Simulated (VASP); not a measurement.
Fe: single point with PBE

The system is Fe.

```xyz
2
Lattice="2.4576 0.0000 0.0000 -1.2288 2.1284 0.0000 0.0000 0.0000 3.8955" Properties=species:S:1:pos:R:3 pbc="T T T"
Fe    1.2288    0.7095    2.9216
Fe    0.0000    1.4189    0.9739
```

This isn't the form of Fe at room conditions, which is bcc.

The cell isn't the ideal one: Mn -> Fe on all its sites, cell and atoms relaxed.

```yaml
Program: VASP 6.6.1
Task: single point
Functional: PBE
Potentials_or_basis: VASP PAW PBE potentials, release 64 (Fe)
Cutoff: 520 eV
k_mesh: 12 × 12 × 6
Occupations: gaussian, width 0.1 eV
Spin: no spin polarisation
Dipole_correction: no
Further_INCAR_settings: ALGO = Normal; EDIFF = 1e-06; NBANDS = 15
```

| Item | Value |
| --- | --- |
| Pressure | -0.5 GPa |
| Band gap on the k mesh | none (metal or under the smearing width) |

Stress tensor (GPa, compression positive):
```
-0.34  0.00  0.00
 0.00 -0.34  0.00
 0.00  0.00 -0.68
```

Levels at points of the mesh, in eV from the Fermi level:
```
           k point  band 4  band 5  band 6  band 7  band 8  band 9  band 10  band 11  band 12  band 13
(0.00, 0.00, 0.00)   -1.62   -1.51   -1.16   -1.16   -0.80   -0.80     0.54     0.74     0.74     8.76
(0.50, 0.00, 0.00)   -2.01   -1.91   -1.50   -1.05    0.84    1.07     1.10     2.71     4.86    11.28
(0.00, 0.00, 0.50)   -2.05   -1.74   -1.74   -1.74   -1.74    0.34     0.34     0.34     0.34    17.13
(0.50, 0.00, 0.50)   -3.12   -0.61   -0.61    0.14    0.14    0.98     0.98     2.51     2.51     9.25
```

It took 13 s on 1 thread of Intel(R) Xeon(R) Platinum 8559C (Emerald Rapids) (shared host), peak memory 0.14 GiB.

Caveat: the run has no spin polarisation, though such a crystal can be magnetic. Spin polarisation is off, so any magnetic state and its effect on volume and gap are missing.
